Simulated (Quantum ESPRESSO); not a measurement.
# Au: phonons at K under several settings

```xyz
1
Lattice="0.0000 2.0350 2.0350 2.0350 0.0000 2.0350 2.0350 2.0350 0.0000" Properties=species:S:1:pos:R:3 pbc="T T T"
Au    0.0000    0.0000    0.0000
```

All runs used Quantum ESPRESSO 7.5; k mesh 11 × 11 × 11; relaxed cell; no spin polarisation; cutoff 612 eV; occupations cold, width 0.2 eV.

| level | potentials | volume (Å³/atom) | frequencies (cm⁻¹) |
| --- | --- | --- | --- |
| LDA | GBRV 1.5 LDA | 16.54 | 80 115 139 |
| PBE | GBRV 1.5 PBE | ? | ? |
| PBEsol | GBRV 1.5 PBEsol | 16.96 | 78 110 133 |
| RPBE | GBRV 1.5 PBE | 18.42 | 65 91 112 |
| AM05 | GBRV 1.5 PBE | 16.94 | 79 111 133 |
| revPBE | GBRV 1.5 PBE | 18.27 | 66 93 114 |
| vdW-DF-cx | GBRV 1.5 PBE | 17.10 | 80 112 135 |

Question: What stands in the row left open?

Answer: Volume 17.91 Å³/atom; frequencies 70 98 120 cm⁻¹.

Caveats: the q point doesn't lie on the k mesh, which can shift a metal's frequencies strongly unless the mesh is converged; the potentials were made for another functional, which shifts forces and pressure (some runs).

For the row left open. Caveat: the q point doesn't lie on the k mesh, which can shift a metal's frequencies strongly unless the mesh is converged.
